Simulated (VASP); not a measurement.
The system is BaO.

```xyz
2
Lattice="0.0000 2.7904 2.7904 2.7904 0.0000 2.7904 2.7904 2.7904 0.0000" Properties=species:S:1:pos:R:3 pbc="T T T"
Ba    0.0000    0.0000    0.0000
O     2.7904    2.7904    2.7904
```

The cell is a database's computed one.

```yaml
Program: VASP 6.6.1
Task: relaxation of cell and atoms
Functional: RPBE
Potentials_or_basis: VASP PAW PBE potentials, release 64 (Ba_sv, O)
Cutoff: 600 eV
k_mesh: 8 × 8 × 8
Occupations: gaussian, width 0.02 eV
Spin: no spin polarisation
```

At the start: pressure 3.6 GPa; volume 21.73 Å³/atom.

Q: Where does the relaxation end?

A: Over 3 steps the energy falls by 12.5 meV/atom and the volume is 22.90 Å³/atom (+5.4 %); space group Fm-3m (No. 225, to 0.05 Å).

Step by step:
| step | energy change (eV) | largest force (eV/Å) | pressure (GPa) | volume (Å³) |
| --- | --- | --- | --- | --- |
| 1 | 0.0000 | 0.0000 | 3.60 | 43.45 |
| 2 | -0.0226 | 0.0000 | -0.99 | 46.59 |
| 3 | -0.0250 | 0.0000 | 0.01 | 45.80 |

Final structure:
```cif
data_structure
_symmetry_space_group_name_H-M 'P 1'
_symmetry_Int_Tables_number 1
_cell_length_a 4.0159
_cell_length_b 4.0159
_cell_length_c 4.0159
_cell_angle_alpha 60.000
_cell_angle_beta 60.000
_cell_angle_gamma 60.000
_cell_volume 45.80
loop_
_atom_site_label
_atom_site_type_symbol
_atom_site_fract_x
_atom_site_fract_y
_atom_site_fract_z
_atom_site_occupancy
Ba1 Ba 0.00000 0.00000 0.00000 1
O1 O 0.50000 0.50000 0.50000 1
```

Caveat: the PAW data sets were made with another functional, which shifts forces and pressure a little.
